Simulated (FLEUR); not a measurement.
# BaZrO3 (Pm-3m) in FLEUR: band structure with PBE

Aim: the band structure of BaZrO3 with PBE.

Program: FLEUR MaX-R8.1 (later development tree). These are calculated values, not measurements. Logs are shortened: lines on timing, memory, paths and dates and some standing lists are left out, and cuts for length are marked.

### 1 The structure

Symmetry: Pm-3m, No. 221, cubic system. The conventional cell has a = 4.191 Å, b = 4.191 Å, c = 4.191 Å, α = 90.00°, β = 90.00°, γ = 90.00°. Ba (site symmetry m-3m) is surrounded by 12 O at 2.96 Å. Around Zr (site symmetry m-3m) lie 6 O at 2.10 Å. O (site symmetry 4/mmm) is surrounded by 2 Zr at 2.10 Å.

### 2 Band structure, PBE

Contents of inp.xml:

```xml
<?xml version="1.0" encoding="UTF-8" standalone="no"?>
<fleurInput fleurInputVersion="0.39">
   <comment>
      BaZrO3                                                                                              
   </comment>
   <calculationSetup>
      <cutoffs Kmax="4.97" Gmax="15.4" GmaxXC="15.4" numbands="0"/>
      <scfLoop itmax="60" minDistance="0.00001" maxIterBroyd="15" imix="Anderson" alpha="0.05" precondParam="0.0" spinf="2.0" sdNocoIR="T"/>
      <coreElectrons ctail="T" frcor="F" kcrel="0" coretail_lmax="0"/>
      <xcFunctional name="pbe" relativisticCorrections="F"/>
      <magnetism jspins="1"/>
      <soc l_soc="F" theta="0.0" phi="0.0" spav="F"/>
      <expertModes spex="0" secvar="F"/>
      <geometryOptimization l_f="F" forcealpha="1.0" forcemix="BFGS" epsdisp="0.00001" epsforce="0.00001"/>
      <ldaU l_linMix="F" mixParam="0.05" spinf="1.0"/>
   </calculationSetup>
   <cell>
      <bzIntegration valenceElectrons="50.0" mode="hist" fermiSmearingEnergy="0.00183747">
         <kPointListSelection listName="default-1"/>
         <!-- k-points included here -->
         <xi:include xmlns:xi="http://www.w3.org/2001/XInclude" href="kpts.xml"> </xi:include>
      </bzIntegration>
      <!-- symmetry operations included here -->
      <xi:include xmlns:xi="http://www.w3.org/2001/XInclude" href="sym.xml"> </xi:include>
      <bulkLattice scale="1.0">
         <bravaisMatrix>
[... 51 lines left out ...]
      </species>
   </atomSpecies>
   <atomGroups>
      <atomGroup species="Barium (Ba)">
         <relPos label="                   1">.0000000000 .0000000000 .0000000000</relPos>
         <force calculate="T" relaxXYZ="TTT"/>
      </atomGroup>
      <atomGroup species="Zirconium (Zr)">
         <relPos label="                   2">1.000/2.000 1.000/2.000 1.000/2.000</relPos>
         <force calculate="T" relaxXYZ="TTT"/>
      </atomGroup>
      <atomGroup species="Oxygen (O)">
         <relPos label="                   3">1.000/2.000 1.000/2.000 .0000000000</relPos>
         <relPos label="                   4">1.000/2.000 .0000000000 1.000/2.000</relPos>
         <relPos label="                   5">.0000000000 1.000/2.000 1.000/2.000</relPos>
         <force calculate="T" relaxXYZ="TTT"/>
      </atomGroup>
   </atomGroups>
   <output dos="F" band="F" slice="F">
      <checks vchk="F" cdinf="F"/>
      <bandDOS minEnergy="-.5*Htr" maxEnergy="0.5*Htr" sigma="0.015" storeEVData="T"/>
      <vacuumDOS vacdos="F" integ="F" star="F" nstars="0" locx1="0.0" locy1="0.0" locx2="0.0" locy2="0.0" nstm="0" tworkf="0.0"/>
      <unfoldingBand unfoldBand="F" supercellX="1" supercellY="1" supercellZ="1"/>
      <plotting iplot="0" polar="F">
         <plot TwoD="T" vec1="  1.0  0.0  0.0" vec2="  0.0  1.0  0.0" vec3="  0.0  0.0  1.0" zero="  0.0  0.0  0.0" file="plot"/>
      </plotting>
      <chargeDensitySlicing numkpt="0" minEigenval="0.0" maxEigenval="0.0" nnne="0" pallst="F"/>
      <specialOutput eonly="F"/>
      <moessbauerParams electricFieldGradient="T" isomerShift="T" coreHyperfine="T" valenceHyperfine="T"/>
      <magneticCircularDichroism mcd="F" energyLo="-10.0" energyUp="0.0"/>
   </output>
  <!-- We include the file relax.xml here to enable relaxations (see documentation) -->
  <xi:include xmlns:xi="http://www.w3.org/2001/XInclude" href="relax.xml"> <xi:fallback/> </xi:include>
</fleurInput>
```

Contents of crystal.txt:

```
BaZrO3
&input cartesian=F /
4.1913400000  0.0000000000  0.0000000000
0.0000000000  4.1913400000  0.0000000000
0.0000000000  0.0000000000  4.1913400000
1.8897261246
1.0 1.0 1.0

5
56 0.0000000000  0.0000000000  0.0000000000
40 0.5000000000  0.5000000000  0.5000000000
8 0.5000000000  0.5000000000  0.0000000000
8 0.5000000000  0.0000000000  0.5000000000
8 0.0000000000  0.5000000000  0.5000000000

&kpt div1=6 div2=6 div3=6 gamma=T /
```

Contents of inp.xml (bands):

```
<?xml version="1.0" encoding="UTF-8" standalone="no"?>
<fleurInput fleurInputVersion="0.39">
   <comment>
      BaZrO3                                                                                              
   </comment>
   <calculationSetup>
      <cutoffs Kmax="4.97" Gmax="15.4" GmaxXC="15.4" numbands="0"/>
      <scfLoop itmax="60" minDistance="0.00001" maxIterBroyd="15" imix="Anderson" alpha="0.05" precondParam="0.0" spinf="2.0" sdNocoIR="T"/>
      <coreElectrons ctail="T" frcor="F" kcrel="0" coretail_lmax="0"/>
      <xcFunctional name="pbe" relativisticCorrections="F"/>
      <magnetism jspins="1"/>
      <soc l_soc="F" theta="0.0" phi="0.0" spav="F"/>
      <expertModes spex="0" secvar="F"/>
      <geometryOptimization l_f="F" forcealpha="1.0" forcemix="BFGS" epsdisp="0.00001" epsforce="0.00001"/>
      <ldaU l_linMix="F" mixParam="0.05" spinf="1.0"/>
   </calculationSetup>
   <cell>
      <bzIntegration valenceElectrons="50.0" mode="hist" fermiSmearingEnergy="0.00183747">
         <kPointListSelection listName="path-1"/>
         <!-- k-points included here -->
         <xi:include xmlns:xi="http://www.w3.org/2001/XInclude" href="kpts.xml"> </xi:include>
      </bzIntegration>
      <!-- symmetry operations included here -->
      <xi:include xmlns:xi="http://www.w3.org/2001/XInclude" href="sym.xml"> </xi:include>
[... 52 lines left out ...]
         <lo type="SCLO" l="2" n="3" eDeriv="2"/>
      </species>
   </atomSpecies>
   <atomGroups>
      <atomGroup species="Barium (Ba)">
         <relPos label="                   1">.0000000000 .0000000000 .0000000000</relPos>
         <force calculate="T" relaxXYZ="TTT"/>
      </atomGroup>
      <atomGroup species="Zirconium (Zr)">
         <relPos label="                   2">1.000/2.000 1.000/2.000 1.000/2.000</relPos>
         <force calculate="T" relaxXYZ="TTT"/>
      </atomGroup>
      <atomGroup species="Oxygen (O)">
         <relPos label="                   3">1.000/2.000 1.000/2.000 .0000000000</relPos>
         <relPos label="                   4">1.000/2.000 .0000000000 1.000/2.000</relPos>
         <relPos label="                   5">.0000000000 1.000/2.000 1.000/2.000</relPos>
         <force calculate="T" relaxXYZ="TTT"/>
      </atomGroup>
   </atomGroups>
   <output dos="F" band="T" slice="F">
      <checks vchk="F" cdinf="F"/>
      <bandDOS minEnergy="-.5*Htr" maxEnergy="0.5*Htr" sigma="0.015" storeEVData="T"/>
      <vacuumDOS vacdos="F" integ="F" star="F" nstars="0" locx1="0.0" locy1="0.0" locx2="0.0" locy2="0.0" nstm="0" tworkf="0.0"/>
      <unfoldingBand unfoldBand="F" supercellX="1" supercellY="1" supercellZ="1"/>
      <plotting iplot="0" polar="F">
         <plot TwoD="T" vec1="  1.0  0.0  0.0" vec2="  0.0  1.0  0.0" vec3="  0.0  0.0  1.0" zero="  0.0  0.0  0.0" file="plot"/>
      </plotting>
      <chargeDensitySlicing numkpt="0" minEigenval="0.0" maxEigenval="0.0" nnne="0" pallst="F"/>
      <specialOutput eonly="F"/>
      <moessbauerParams electricFieldGradient="T" isomerShift="T" coreHyperfine="T" valenceHyperfine="T"/>
      <magneticCircularDichroism mcd="F" energyLo="-10.0" energyUp="0.0"/>
   </output>
  <!-- We include the file relax.xml here to enable relaxations (see documentation) -->
  <xi:include xmlns:xi="http://www.w3.org/2001/XInclude" href="relax.xml"> <xi:fallback/> </xi:include>
</fleurInput>
```

Potentials or basis: all-electron, FLAPW.

The run is started by

```sh
$ inpgen -f crystal.txt -profile fastHighL
$ # inp.xml edited to the form shown
$ fleur_MPI
$ fleur_MPI   # second run, on inp.xml (bands)
```

Standard output:

```text
Welcome to FLEUR        (www.flapw.de)
      MaX-Release 8.1          (www.max-centre.eu)

 ========== k-point set info ==========
 Selected k-point list: default-1
 k-point list type: mesh
 6 x 6 x 6
 Number of k points: 20

 ------------Calculation Setup---------------------------
 Number of MPI-tasks      :            1
 Number of PE/node        :            1
 Number of OMP-threads    :            1
 Most efficient MPI parallelization for:
           1           2           4           5          10          20
 Additional eigenvalue parallelization possible
 Number of basis functions:         1274
 Approximate size of matrices (H+S) per k-point:         0.024 GB
 --------------------------------------------------------
 Iteration:     1   Distance:      25.09365907 me/bohr^3
 Iteration:     2   Distance:      20.99816172 me/bohr^3
 Iteration:     3   Distance:       6.79033963 me/bohr^3
 Iteration:     4   Distance:       8.05017271 me/bohr^3
 Iteration:     5   Distance:       1.04928480 me/bohr^3
 Iteration:     6   Distance:       0.59484887 me/bohr^3
 Iteration:     7   Distance:       0.31053901 me/bohr^3
 Iteration:     8   Distance:       0.08187923 me/bohr^3
 Iteration:     9   Distance:       0.06315694 me/bohr^3
 Iteration:    10   Distance:       0.00954779 me/bohr^3
 Iteration:    11   Distance:       0.01040273 me/bohr^3
 Iteration:    12   Distance:       0.00135816 me/bohr^3
 Iteration:    13   Distance:       0.00070644 me/bohr^3
 Iteration:    14   Distance:       0.00026142 me/bohr^3
 Iteration:    15   Distance:       0.00007961 me/bohr^3
 Iteration:    16   Distance:       0.00006753 me/bohr^3
 Iteration:    17   Distance:       0.00002833 me/bohr^3
 Iteration:    18   Distance:       0.00001217 me/bohr^3
 Iteration:    19   Distance:       0.00000347 me/bohr^3

 ********************************************************************
 Run finished successfully
 Stop message:
   all done
 ********************************************************************
```

Wall time 4.8 min (1 thread of Arm Neoverse V2, shared host); peak memory 0.11 GiB.

Results:

```
Free energy                                           : -325577.2653 eV
Band gap on the k mesh                                : 3.24 eV, indirect (least direct gap 3.43 eV)
Band gap along the path                               : 3.24 eV, indirect (least direct gap 3.43 eV)
Valence electrons inside the program's atomic spheres : Ba 17.43; Zr 8.99; O 4.69 (radii Ba 2.66, Zr 2.22, O 1.45 bohr)
```

Levels at the corners of the path, in eV from the valence-band top:
```tsv
point	band 23	band 24	band 25	band 26	band 27	band 28
Γ	-0.19	-0.19	-0.19	3.24	3.24	3.24
X	-1.64	-0.42	-0.42	3.60	5.72	5.72
M	-0.90	-0.77	-0.05	5.71	5.71	6.52
Γ	-0.19	-0.19	-0.19	3.24	3.24	3.24
R	0.00	0.00	0.00	6.07	6.07	6.07
X	-1.64	-0.42	-0.42	3.60	5.72	5.72
M	-0.90	-0.77	-0.05	5.71	5.71	6.52
R	0.00	0.00	0.00	6.07	6.07	6.07
```

Core levels (eV from the Fermi level):
```tsv
atom	levels
1 Ba	1s1/2 -37221.6, 2s1/2 -5873.8, 2p1/2 -5532.2, 2p3/2 -5150.5, 3s1/2 -1233.1, 3p1/2 -1089.8, 3p3/2 -1016.0, 4s1/2 -234.9, 3d3/2 -764.7, 3d5/2 -749.0, 4p1/2 -182.9, 4p3/2 -167.5
2 Zr	1s1/2 -17809.5, 2s1/2 -2460.7, 2p1/2 -2251.8, 2p3/2 -2166.0, 3s1/2 -396.9, 3p1/2 -319.2, 3p3/2 -305.5, 3d3/2 -168.5, 3d5/2 -166.0
3 O	1s1/2 -503.5
4 O	1s1/2 -503.5
5 O	1s1/2 -503.5
```

Caveat: spin-orbit coupling is left out, which moves the levels of the heavy elements. As with any semilocal functional, this PBE gap is likely too small.
